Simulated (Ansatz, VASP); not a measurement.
## Two plane-wave programs on Cs

```xyz
1
Lattice="-3.0772 3.0772 3.0772 3.0772 -3.0772 3.0772 3.0772 3.0772 -3.0772" Properties=species:S:1:pos:R:3 pbc="T T T"
Cs    0.0000    0.0000    0.0000
```

Alike in both runs: task single point; functional PBE; k mesh 7 × 7 × 7; occupations gaussian, width 0.6 eV; no spin polarisation.

```csv
,VASP,Ansatz
version,VASP 6.6.1,Ansatz 0.2.0
potentials or method,"VASP PAW PBE potentials, release 64 (Cs_sv)","plane waves (420 eV) with PAW, scalar-relativistic"
plane-wave cutoff (eV),520,420
valence electrons in the cell,9,9
```

|  | VASP | Ansatz | Ansatz less VASP |
| --- | --- | --- | --- |
| pressure (GPa) | 0.0 | 0.0 | +0.01 |

Spin-orbit coupling is left out, which matters for the levels of Cs.
